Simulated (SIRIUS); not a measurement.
## CuO (Tenorite): single point with PBE

The system is CuO (Tenorite).

```
Cu O
1.0
     2.34465   -1.71340    0.00000
     2.34465    1.71340    0.00000
    -0.86055    0.00000    5.05944
Cu O
2 2
Direct
  0.48211 0.99927 0.50457
  0.01813 0.51322 0.01096
  0.39956 0.55404 0.71404
  0.59684 0.38263 0.21630
```

The cell isn't the ideal one: atoms moved at random.

| Property | Result |
| --- | --- |
| Program | SIRIUS 7.12.0 |
| Task | single point |
| Functional | PBE |
| Potentials or basis | all-electron FP-LAPW |
| Cutoff | 404 eV |
| Basis | apw+lo standard |
| k mesh | 5 × 5 × 2 |
| Occupations | fermi-dirac, width 0.05 eV |
| Spin | no spin polarisation |
| Muffin tin radii | Cu 1.98, O 1.32 bohr |
| Basis cutoff (gk_cutoff) | 5.45 1/bohr |
| Cutoff of density and potential (pw_cutoff) | 28 1/bohr |
| lmax of the basis | 12 |
| lmax of density and potential | 8 |
| Valence relativity | iora |
| Core states | Cu 1s2s2p, O 1s |
| Local orbitals (radial functions) | Cu 13, O 10 |
| Reference energy of the basis | 0.25 Ha |
| Smallest sphere radius times basis cutoff | 7.19 |
| Start of the SCF | LDA density |

The largest force is 2.473 eV/Å. The band gap on the k mesh is none (metal or under the smearing width). The all electrons inside the program's atomic spheres are Cu 27.29, 27.28; O 6.17, 6.16 (radii Cu 1.98, O 1.32 bohr).

Forces on the atoms (eV/Å):
```
Cu  -0.411 -1.252 -2.093
Cu  -0.426  0.668 -2.051
O    0.642  0.542  2.238
O    0.200  0.042  1.910
```

Levels at points of the mesh, in eV from the Fermi level:
```tsv
k point	band 22	band 23	band 24	band 25	band 26	band 27	band 28	band 29
(0.00, 0.00, 0.00)	-1.71	-1.51	-1.45	0.32	1.01	1.72	6.10	8.12
(0.00, 0.00, 0.50)	-1.93	-1.35	-1.22	0.40	0.50	3.89	4.08	11.40
```

Wall time 12 min on 1 thread of Intel(R) Xeon(R) Platinum 8175M CPU @ 2.50GHz (Skylake/Cascade Lake), with other jobs on the host, peak memory 1 GiB.

Caveat: the k mesh is coarse (spacing up to 0.62 Å⁻¹), so the values aren't converged; the run has no spin polarisation, though such a crystal can be magnetic; semilocal functionals often make such compounds metallic where correlation or magnetic order opens a gap, which also shifts bond lengths.
